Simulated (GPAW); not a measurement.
Set up this calculation in GPAW 26.7.0, as an ASE script.

```
Task                : single point
Functional          : LDA
Potentials or basis : the program's PAW data sets (release 1.2.1) made for this functional
Cutoff              : 800 eV
Basis               : pw
k mesh              : 8 × 8 × 8
Occupations         : gaussian, width 0.05 eV
Spin                : collinear spin, zero start
Starting moments    : [0.0, 0.0] μB
Hubbard terms       : Ni d U = 8 eV
Maxiter             : 150
```

The structure of NiO lies in POSCAR:

```
NiO
1.0
    0.0000000000      2.0913095100      2.0913095100
    2.0913095100      0.0000000000      2.0913095100
    2.0913095100      2.0913095100      0.0000000000
Ni O
1 1
Direct
    0.0000000000      0.0000000000      0.0000000000
    0.5000000000      0.5000000000      0.5000000000
```

These files were run (other wordings do the same):

run.py

```python
from ase.dft.bandgap import bandgap
from ase.io import read, write
from ase.units import GPa
from gpaw import GPAW, PW

atoms = read('POSCAR')
atoms.set_initial_magnetic_moments([0.0, 0.0])

calc = GPAW(mode=PW(800),
            xc='LDA',
            kpts={'size': (8, 8, 8), 'gamma': True},
            occupations={'name': 'methfessel-paxton', 'order': 0, 'width': 0.05},
            setups={'Ni': ':d,8.0'},
            spinpol=True,
            nbands=22,
            convergence={'density': 1e-05, 'energy': 1e-05},
            maxiter=150,
            txt='gpaw.txt')
atoms.calc = calc
energy = atoms.get_potential_energy()
forces = atoms.get_forces()
stress = atoms.get_stress()
calc.write('gs.gpw')
write('result.traj', atoms)
print(f'Energy: {energy:.6f} eV')
print('Forces (eV/A):')
print(forces.round(4))
print('Stress (GPa):', (stress / GPa).round(3))
print('Moments:', calc.get_magnetic_moments().round(3))
print('Fermi level:', round(calc.get_fermi_level(), 4), 'eV')
print(f'Gap: {bandgap(calc)[0]:.4f} eV, direct: {bandgap(calc, direct=True)[0]:.4f} eV')
```

Potentials or basis: the program's PAW data sets (release 1.2.1) made for this functional, pw.

Run with:

```sh
$ OMP_NUM_THREADS=1 python run.py
```

It gave:

```
Pressure               : -22.2 GPa
Band gap on the k mesh : none (metal or under the smearing width)
Net moment             : 0.00 μB per cell
```

Caveat: the stock nickel data set gives pressures a few GPa off other programs; the run has no moments, though such compounds are often magnetic; a magnetic state may lie lower.

Wall time 13 s on 1 thread of Intel(R) Xeon(R) 6975P-C (Granite Rapids), with other jobs on the host, peak memory 0.17 GiB.
